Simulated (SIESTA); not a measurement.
The system is Si2W.

```xyz
3
Lattice="-1.6069 1.6069 3.9150 1.6069 -1.6069 3.9150 1.6069 1.6069 -3.9150" Properties=species:S:1:pos:R:3 pbc="T T T"
W     0.0000    0.0000    0.0000
Si    0.0000    0.0000    5.2092
Si    0.0000    0.0000    2.6207
```

Base run:

- Program: SIESTA 5.4.2
- Functional: PBE
- Potentials or basis: PseudoDojo 0.4 standard (PBE files)
- Basis: DZP (energy shift 0.003 Ry; two zetas on semicore shells)
- Grid cutoff: 800 Ry
- Energy shift: 0.003 Ry
- k mesh: 8 × 8 × 8
- Occupations: fermi-dirac, width 0.05 eV
- Spin: no spin polarisation

Its results: band gap on the k mesh none (metal or under the smearing width); pressure 4.5 GPa; largest force 0.110 eV/Å.

Question: After a change of settings the same cell gave: band gap on the k mesh none (metal or under the smearing width); pressure 15.5 GPa; largest force 0.125 eV/Å. Which change was it?
A. functional from PBE to vdW-DF2
B. functional from PBE to VV10
C. functional from PBE to optB88-vdW
D. functional from PBE to vdW-DF

Answer: A.

Caveats: short orbitals over semicore shells can move pressures by several GPa; the basis of atomic orbitals isn't converged, which shifts pressures, moduli and gaps; the potentials were made for another functional, which shifts forces and pressure (some runs).
